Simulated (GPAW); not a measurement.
Set up this calculation in GPAW 26.7.0, as an ASE script.

```yaml
Task: equation of state
Functional: SCAN
Potentials_or_basis: GPAW PAW data sets (gpaw-data 1.2.1)
Cutoff: 800 eV
Basis: pw
k_mesh: 10 × 10 × 10
Occupations: fermi-dirac, width 0.05 eV
Spin: no spin polarisation
Maxiter: 150
Eos_scales: "[0.94, 0.96, 0.98, 1.0, 1.02, 1.04, 1.06]"
```

The structure of AlN lies in POSCAR:

```
AlN
1.0
    0.0000000000      2.1839935596      2.1839935596
    2.1839935596      0.0000000000      2.1839935596
    2.1839935596      2.1839935596      0.0000000000
Al N
1 1
Direct
    0.0000000000      0.0000000000      0.0000000000
    0.2500000000      0.2500000000      0.2500000000
```

Measurements of this composition are mostly on another form, of space group No. 186.

The input as run:

run.py

```python
from ase.eos import EquationOfState
from ase.io import Trajectory, read
from ase.units import GPa
from gpaw import GPAW, PW

atoms = read('POSCAR')

traj = Trajectory('eos.traj', 'w')
volumes, energies = [], []
for x in [0.94, 0.96, 0.98, 1.0, 1.02, 1.04, 1.06]:
    a = atoms.copy()
    a.set_cell(atoms.cell * x**(1 / 3), scale_atoms=True)
    calc = GPAW(mode=PW(800),
                xc='MGGA_X_SCAN+MGGA_C_SCAN',
                kpts={'size': (10, 10, 10), 'gamma': True},
                occupations={'name': 'fermi-dirac', 'width': 0.05},
                nbands=11,
                convergence={'density': 1e-05, 'energy': 1e-05},
                maxiter=150,
                txt=f'eos-{x:.2f}.txt')
    a.calc = calc
    energies.append(a.get_potential_energy(force_consistent=True))
    volumes.append(a.get_volume())
    p = -a.get_stress()[:3].mean() / GPa
    calc.write(f'eos-{x:.2f}.gpw')
    traj.write(a)
    print(f'{x:.2f} {volumes[-1]:10.4f} A^3 {energies[-1]:14.6f} eV {p:9.3f} GPa', flush=True)

v0, e0, B = EquationOfState(volumes, energies, eos='birchmurnaghan').fit()
print(f'V0 = {v0:.4f} A^3, E0 = {e0:.6f} eV, B0 = {B / GPa:.2f} GPa')
```

Potentials or basis: GPAW PAW data sets (gpaw-data 1.2.1), pw.

Launch:

```console
$ OMP_NUM_THREADS=1 python run.py
```

Results of the run:

```yaml
Equilibrium_volume: "10.45 Å³/atom (rough: see the caveat)"
Bulk_modulus: 218 GPa (rough)
```

Caveat: the points scatter about the fit; the PAW data sets were made with another functional, which shifts forces and pressure a little.

It took 2.3 min on 1 thread of Intel(R) Xeon(R) 6975P-C (Granite Rapids), on a shared host, peak memory 0.44 GiB.
